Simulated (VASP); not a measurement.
Wanted: the native input for a VASP 6.6.1 run.

```
Task                   : single point
Functional             : LDA
Potentials or basis    : VASP PAW LDA potentials, release 64 (Si)
Cutoff                 : 520 eV
k mesh                 : 21 × 21 × 10
Occupations            : gaussian, width 0.15 eV
Spin                   : no spin polarisation
Dipole correction      : no
Further INCAR settings : ALGO = Normal; EDIFF = 1e-07; NBANDS = 11
```

The structure of Si lies in POSCAR:

```
Si
1.0
    2.5322986339      0.0000000000      0.0000000000
   -1.2661493170      2.1930349470      0.0000000000
    0.0000000000      0.0000000000      4.6189260017
Si
2
Direct
    0.3333333333      0.6666666667      0.2500000000
    0.6666666667      0.3333333333      0.7500000000
```

This isn't the form of Si at room conditions, which is diamond.

The cell isn't the ideal one: strain -0.050 along x and y, +0.025 along z, atoms carried along.

These files were run (other wordings do the same):

INCAR

```
SYSTEM = Si
PREC     = Accurate       ! precision mode
ENCUT    = 520            ! plane-wave cutoff, eV
EDIFF    = 1E-7           ! SCF threshold, eV
ISMEAR   = 0              ! smearing method
SIGMA    = 0.15           ! smearing width, eV
LREAL    = .FALSE.        ! projectors in reciprocal space
LASPH    = .TRUE.         ! aspherical terms in the spheres
NELM     = 100            ! most SCF steps
ALGO     = Normal         ! electronic algorithm
ISIF     = 2              ! what is computed and relaxed
LWAVE    = .FALSE.        ! write WAVECAR
LCHARG   = .FALSE.        ! write CHGCAR
NBANDS   = 11             ! bands
```

KPOINTS

```
Automatic mesh
0
G
  21 21 10
  0 0 0
```

Potentials or basis: VASP PAW LDA potentials, release 64 (Si).

The run is started by

```bash
$ cat potpaw_LDA.64/Si/POTCAR > POTCAR
$ mpirun -np 1 vasp_std > vasp.out
```

Results of the run:

```yaml
Pressure: 9.2 GPa
Band_gap_on_the_k_mesh: none (metal or under the smearing width)
```

It took 71 s on 1 thread of AMD EPYC 7R43 64-Core Processor (Zen 3), on a shared host, peak memory 0.13 GiB.
